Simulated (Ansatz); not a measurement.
Input and command of a calculation in Ansatz (plane waves; scalar-relativistic PAW potentials unless the input names others):

```yaml
crystal:
  lattice:
    - [2.9402301135, 0.0, 0.0]
    - [0.0, 12.4743399089, 0.0]
    - [0.0, 0.0, 18.3138179272]
  atoms:
    - { symbol: Au, position: [0.0, 0.5595231794, 0.1100157106] }
    - { symbol: Au, position: [1.0, 0.1143026751, 0.1992819792] }
    - { symbol: Au, position: [1.0, 0.6620093505, 0.3105940158] }
    - { symbol: Au, position: [1.0, 0.2227475974, 0.426959564] }
    - { symbol: Au, position: [1.0, 0.7625181302, 0.0460324949] }
    - { symbol: Au, position: [0.0, 0.3323571136, 0.156342625] }
    - { symbol: Au, position: [1.0, 0.8965105957, 0.2505216898] }
    - { symbol: Au, position: [0.0, 0.4394872139, 0.3766767328] }
    - { symbol: Au, position: [0.5, 0.4120479683, 0.0286705556] }
    - { symbol: Au, position: [0.5, 0.9494038483, 0.114961177] }
    - { symbol: Au, position: [0.5, 0.4923776573, 0.2411165743] }
    - { symbol: Au, position: [0.5, 0.056530866, 0.3352964554] }
    - { symbol: Au, position: [0.5, 0.6263708352, 0.4456065399] }
    - { symbol: Au, position: [0.5, 0.166141983, 0.0646799093] }
    - { symbol: Au, position: [0.5, 0.7268801616, 0.1810440916] }
    - { symbol: Au, position: [0.5, 0.2745854008, 0.292357383] }
    - { symbol: Au, position: [0.5, 0.8293659156, 0.3816230889] }
    - { symbol: Au, position: [1.0, 0.9768395082, 0.4629699318] }
    - { symbol: Au, position: [1.0, 0.0595231794, 0.8816237289] }
    - { symbol: Au, position: [1.0, 0.6143026751, 0.7923574602] }
    - { symbol: Au, position: [1.0, 0.1620093505, 0.6810454237] }
    - { symbol: Au, position: [1.0, 0.7227475974, 0.5646798754] }
    - { symbol: Au, position: [1.0, 0.2625181302, 0.9456069445] }
    - { symbol: Au, position: [1.0, 0.8323571136, 0.8352968144] }
    - { symbol: Au, position: [1.0, 0.3965105957, 0.7411177496] }
    - { symbol: Au, position: [1.0, 0.9394872139, 0.6149627066] }
    - { symbol: Au, position: [0.5, 0.9120479683, 0.9629688838] }
    - { symbol: Au, position: [0.5, 0.4494038483, 0.8766782624] }
    - { symbol: Au, position: [0.5, 0.9923776573, 0.7505228652] }
    - { symbol: Au, position: [0.5, 0.556530866, 0.656342984] }
    - { symbol: Au, position: [0.5, 0.1263708352, 0.5460328995] }
    - { symbol: Au, position: [0.5, 0.666141983, 0.9269595301] }
    - { symbol: Au, position: [0.5, 0.2268801616, 0.8105953479] }
    - { symbol: Au, position: [0.5, 0.7745854008, 0.6992820564] }
    - { symbol: Au, position: [0.5, 0.3293659156, 0.6100163505] }
    - { symbol: Au, position: [1.0, 0.4768395082, 0.5286695077] }
  symmetry: { detect: false }
basis:
  ecutwfc: 420
kpoints:
  mp_grid: { grid: [12, 4, 2] }
hamiltonian:
  xc: pbe
scf:
  occupations: { method: gaussian, width: 0.1 }
  n_extra_bands: 16
output:
  forces: true
  eigenvalues: true
  stress: true
```

```bash
ansatz run input.yaml --threads 4 --pin off --max-ram 11264MiB --backend cpu --events-out ev --progress --plain --runs-dir out
```

Abridged log:
```
Basis set: ecut = 420 eV, 13045 PW (Γ), exchange–correlation on 40×180×250 points (8 copies of the dense FFT grid, shifted against one another)
Bands: 358, of which v1, the nominal top of the filled ones, is band 342 counted from 1 (341 counted from 0)
Symmetry: 1 space group operations
k-points: 52 of 96 (time reversal used)
SCF iter   1: F=—  HF=-473374.026477 eV  |F-HF|=—  |Δ(HF+E_count)|=         —  Δρ=2.29e-3  dr2=8.91e-2  ethr=1.77e-3  ⟨swp⟩=4.2  Hψ=56398  notcnv=0
SCF iter   2: F=—  HF=-473374.050715 eV  |F-HF|=—  |Δ(HF+E_count)|=   2.42e-2  Δρ=1.28e-3  dr2=3.54e-2  ethr=1.30e-5  ⟨swp⟩=2.2  Hψ=33151  notcnv=0
SCF iter   3: F=—  HF=-473374.051192 eV  |F-HF|=—  |Δ(HF+E_count)|=   4.77e-4  Δρ=2.90e-4  dr2=6.04e-3  ethr=5.18e-6  ⟨swp⟩=2.0  Hψ=19354  notcnv=0
SCF iter   4: F=—  HF=-473374.050430 eV  |F-HF|=—  |Δ(HF+E_count)|=   7.62e-4  Δρ=1.71e-4  dr2=6.24e-4  ethr=8.82e-7  ⟨swp⟩=2.0  Hψ=22731  notcnv=0
SCF iter   5: F=—  HF=-473374.050413 eV  |F-HF|=—  |Δ(HF+E_count)|=   1.68e-5  Δρ=5.10e-5  dr2=3.24e-5  ethr=9.12e-8  ⟨swp⟩=2.0  Hψ=28261  notcnv=0
SCF iter   6: F=—  HF=-473374.048648 eV  |F-HF|=—  |Δ(HF+E_count)|=   1.76e-3  Δρ=1.72e-5  dr2=5.20e-6  ethr=4.74e-9  ⟨swp⟩=2.0  Hψ=27860  notcnv=0
SCF iter   7: F=—  HF=-473374.048648 eV  |F-HF|=—  |Δ(HF+E_count)|=   3.01e-7  Δρ=8.11e-6  dr2=1.11e-6  ethr=7.61e-10  ⟨swp⟩=2.1  Hψ=26107  notcnv=0
SCF iter   8: F=—  HF=-473374.048648 eV  |F-HF|=—  |Δ(HF+E_count)|=   5.18e-8  Δρ=3.54e-6  dr2=1.39e-7  ethr=1.63e-10  ⟨swp⟩=2.0  Hψ=28554  notcnv=0
SCF iter   9: F=-473374.048648 eV  HF=-473374.048648 eV  |F-HF|=7.45e-9  |Δ(HF+E_count)|=   6.69e-9  Δρ=9.32e-7  dr2=1.60e-8  ethr=1.46e-11  ⟨swp⟩=6.5  Hψ=61856  notcnv=0
SCF 1 converged in 9 iterations: F = -473374.048648 eV  dr2 = 1.60e-8
SCF converged after 9 iterations
Free energy (F): -473374.048648 eV
Harris-Foulkes:  -473374.048648 eV  (|F-HF|=7.45e-9)
Internal energy: -473374.004005 eV  (E = F + TS)
E sigma→0 (E₀):  -473374.026326 eV
Entropy (-TS):   -0.044643 eV (-1.240 meV/atom)
Fermi energy:    18.252641 eV
--- Forces (eV/Å), atoms counted from 1 ---
  atom   1  Au    -0.00000001    -0.00360246     0.00126928
  atom   2  Au    -0.00000001    -0.00114819    -0.00020736
  atom   3  Au     0.00000001     0.00127358     0.00022536
  atom   4  Au    -0.00000001     0.00104532     0.00339569
  atom   5  Au    -0.00000001    -0.00218509     0.00053388
  atom   6  Au     0.00000000    -0.00110079    -0.00081008
  atom   7  Au     0.00000000    -0.00125407     0.00065492
  atom   8  Au     0.00000000     0.00022343     0.00179932
  atom   9  Au    -0.00000001     0.00497239     0.00133915
  atom  10  Au     0.00000001    -0.00030619    -0.00177927
  atom  11  Au     0.00000000     0.00127628    -0.00063679
  atom  12  Au     0.00000001     0.00109786     0.00088778
  atom  13  Au     0.00000000     0.00220528    -0.00051110
  atom  14  Au     0.00000000    -0.00104612    -0.00339838
  atom  15  Au     0.00000000    -0.00129002    -0.00020432
  atom  16  Au     0.00000000     0.00117624     0.00022703
  atom  17  Au     0.00000000     0.00360157    -0.00125599
  atom  18  Au     0.00000001    -0.00493868    -0.00138499
  atom  19  Au     0.00000000    -0.00360238    -0.00126911
  atom  20  Au     0.00000000    -0.00114820     0.00020725
  atom  21  Au     0.00000000     0.00127363    -0.00022535
  atom  22  Au     0.00000000     0.00104529    -0.00339552
  atom  23  Au    -0.00000002    -0.00218511    -0.00053397
  atom  24  Au     0.00000000    -0.00110085     0.00081012
  atom  25  Au     0.00000000    -0.00125407    -0.00065503
  atom  26  Au     0.00000000     0.00022342    -0.00179941
  atom  27  Au     0.00000001     0.00497226    -0.00133920
  atom  28  Au    -0.00000001    -0.00030617     0.00177926
  atom  29  Au     0.00000000     0.00127628     0.00063683
  atom  30  Au     0.00000001     0.00109781    -0.00088793
  atom  31  Au     0.00000000     0.00220529     0.00051121
  atom  32  Au     0.00000000    -0.00104616     0.00339846
  atom  33  Au    -0.00000001    -0.00129002     0.00020418
  atom  34  Au     0.00000001     0.00117632    -0.00022710
  atom  35  Au     0.00000001     0.00360164     0.00125595
  atom  36  Au     0.00000000    -0.00493876     0.00138519
--- Stress (GPa, compression-positive) ---
       -0.712714       0.000000       0.000000
        0.000000       0.038556       0.000000
        0.000000       0.000000       0.012303
  P = ⅓ Tr σ = -0.2206 GPa (-2.206 kbar)
```

Apart from outputs and the relaxation, which only the reference makes, the input differs from a reference run on usual settings in scf.n_extra_bands: not typed → 16; crystal.symmetry: not typed → {"detect": false}. The reference, at the same geometry, ended its own course with pressure -0.22 GPa, largest force 0.005 eV/Å, no gap on the mesh. This run converged in 9 SCF iterations with an energy at zero smearing within 0.01 meV/atom of the reference's, pressure -0.22 GPa, largest force 0.005 eV/Å, no gap on the mesh.

The run took 2.8 min on 4 threads of AMD EPYC 9R45 96-Core Processor (Zen 5), with other jobs on the host, peak memory 9.3 GiB.